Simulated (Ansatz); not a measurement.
# AlN: equation of state

The task here is to estimate one member of a computed series from the others.

Method: DFT PBEsol, scalar-relativistic, in Ansatz 0.2.0.

## The system as given

Symmetry: P6_3mc, No. 186, hexagonal system. The conventional cell has a = 3.111 Å, b = 3.111 Å, c = 4.978 Å, α = 90.00°, β = 90.00°, γ = 120.00°. Al (site symmetry 3m) is surrounded by 4 N at 1.89 to 1.92 Å. Around N (site symmetry 3m) lie 4 Al at 1.89 to 1.92 Å.

Coordinates:

```xyz
4
Lattice="3.1110 0.0000 0.0000 -1.5555 2.6942 0.0000 0.0000 0.0000 4.9780" Properties=species:S:1:pos:R:3 pbc="T T T"
Al    0.0000    1.7961    0.0000
Al    1.5555    0.8981    2.4890
N     0.0000    1.7961    1.9165
N     1.5555    0.8981    4.4055
```

Atoms are numbered in the order of the input: Al1, Al2, N3, N4.

The first run:

File input.yaml:

```yaml
crystal:
  lattice:
    - [3.0689564278, 0.0, 0.0]
    - [-1.5344782139, 2.6577942296, 0.0]
    - [0.0, 0.0, 4.9107214824]
  atoms:
    - { symbol: Al, position: [0.3333333333, 0.6666666667, 0.0] }
    - { symbol: Al, position: [0.6666666667, 0.3333333333, 0.5] }
    - { symbol: "N", position: [0.3333333333, 0.6666666667, 0.385] }
    - { symbol: "N", position: [0.6666666667, 0.3333333333, 0.885] }
kpoints:
  mp_grid: { grid: [11, 11, 6] }
  band_path:
    path:
      - [0.0, 0.0, 0.0]
      - [0.5, 0.0, 0.0]
      - [0.3333333333, 0.3333333333, 0.0]
      - [0.0, 0.0, 0.0]
      - [0.0, 0.0, 0.5]
      - [0.5, 0.0, 0.5]
      - [0.3333333333, 0.3333333333, 0.5]
      - [0.0, 0.0, 0.5]
      - [0.5, 0.0, 0.5]
    npoints: 5
scf:
  occupations: { method: fermi_dirac, width: 0.02 }
hamiltonian:
  xc: pbesol
  pseudopotentials: { kind: all_electron, lapw: { basis_error: 0.001 } }
output:
  forces: true
  stress: true
  eigenvalues: true
```

Started as:

```bash
ansatz run input.yaml --threads 1 --pin off --max-ram 6144MiB --backend cpu --events-out ev --progress --plain --runs-dir out
```

Among the steps run: Volume × 0.96, LAPW; Volume × 0.96, PAW; Volume × 0.96, crystal datasets; Volume × 0.99, LAPW; Volume × 0.99, PAW; Volume × 0.99, crystal datasets; Volume × 1.02, LAPW; Volume × 1.02, PAW; Volume × 1.02, crystal datasets; Volume × 1.06, LAPW; Volume × 1.06, PAW; Volume × 1.06, crystal datasets.

One of the session's tables, all rows but one given; the rest of the session is left out.

It belongs to the step «The equation of state». 

| method | volume (Å³/atom) | gap on the k mesh (eV) | largest force (eV/Å) |
| --- | --- | --- | --- |
| LAPW | 10.014 | 4.45 | 0.180 |
| LAPW | 10.327 | 4.17 | 0.178 |
| LAPW | 10.640 | 3.91 | 0.176 |
| LAPW | 11.057 | 3.59 | 0.173 |
| PAW | 10.014 | 4.43 | 0.179 |
| PAW | 10.327 | 4.16 | 0.177 |
| PAW | 10.640 | ? | ? |
| PAW | 11.057 | 3.58 | 0.173 |
| crystal datasets | 10.014 | 4.45 | 0.180 |
| crystal datasets | 10.327 | 4.17 | 0.178 |
| crystal datasets | 10.640 | 3.91 | 0.176 |
| crystal datasets | 11.057 | 3.59 | 0.173 |

Q: Estimate the row for PAW, 10.640 from the others.

The run gave: gap on the k mesh (eV): 3.90; largest force (eV/Å): 0.175. In the column «gap on the k mesh (eV)» it lies between crystal datasets, 11.057 (3.59) and LAPW, 10.640 (3.91).

Caveats from the session: Warnings in the runs' records: crystal datasets made.
